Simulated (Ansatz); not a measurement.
# Band structure of MnAs

```yaml
crystal:
  lattice:
    - [0.00000, 2.58299, 2.58299]
    - [2.58299, 0.00000, 2.58299]
    - [2.58299, 2.58299, 0.00000]
  atoms:
    - { symbol: Mn, position: [0.00000, 0.00000, 0.00000] }
    - { symbol: As, position: [0.50000, 0.50000, 0.50000] }
```

Atom numbers follow the list: Mn1, As2.

The structure comes from a relaxation in the same program, started in the rocksalt type, and has space group Fm-3m. Whether it is a known phase or the ground state wasn't checked.

Other magnetic orders may lie lower; this is the state that the run reached.

The calculation used DFT, PBE, all-electron LAPW, scalar-relativistic in Ansatz 0.2.0.

The runs use a Γ-centred 12×12×12 k mesh, Fermi–Dirac smearing of 0.08 eV, basis error target 1 meV/atom, spin-polarised from start moments Mn1 4 μB, ending with a cell moment of 3.69 μB.

Points in fractions of the reciprocal vectors of this cell: Γ (0, 0, 0), X (0.5, 0, 0.5), U (0.625, 0.25, 0.625), K (0.375, 0.375, 0.75), L (0.5, 0.5, 0.5), W (0.5, 0.25, 0.75). The path joins them by straight lines in the order Γ–X–U–K–Γ–L–W–X; legs that retrace an earlier one aren't tabulated. Energies are in eV from the Fermi level.

(1) Is there a gap?

(2) List the levels between -5 and 5 eV at the symmetry points.

Results:

(1) none: bands cross the Fermi level, a metal.

(2) 
Γ spin-up: -3.11 (×3), -2.81 (×2), 0.91 (×3), 4.89
Γ spin-down: 0.02 (×2), 0.12 (×3), 0.86 (×3)
X spin-up: -3.72, -2.53, -2.39 (×2), -1.80 (×2), -1.40, 1.72
X spin-down: -1.70 (×2), -1.07, 0.44, 1.37 (×2), 1.43, 3.10
U spin-up: -4.92, -4.85, -3.56, -2.57, -2.48, -2.05, -1.44, 0.05, 3.60
U spin-down: -4.59, -4.15, -2.21, 0.24, 1.22, 1.35, 1.49, 1.79, 4.85
K spin-up: -4.92, -4.85, -3.56, -2.57, -2.48, -2.05, -1.44, 0.05, 3.60
K spin-down: -4.59, -4.15, -2.21, 0.24, 1.22, 1.35, 1.49, 1.79, 4.85
L spin-up: -4.10 (×2), -2.52 (×2), -2.03, 2.91 (×2), 4.08
L spin-down: -2.45 (×2), 1.07 (×2), 1.41, 4.32, 4.45 (×2)
W spin-up: -4.62 (×2), -4.26, -2.39, -2.01 (×2), -1.57, -1.41
W spin-down: -4.10 (×2), -3.32, 0.96, 1.07 (×2), 1.37, 1.40
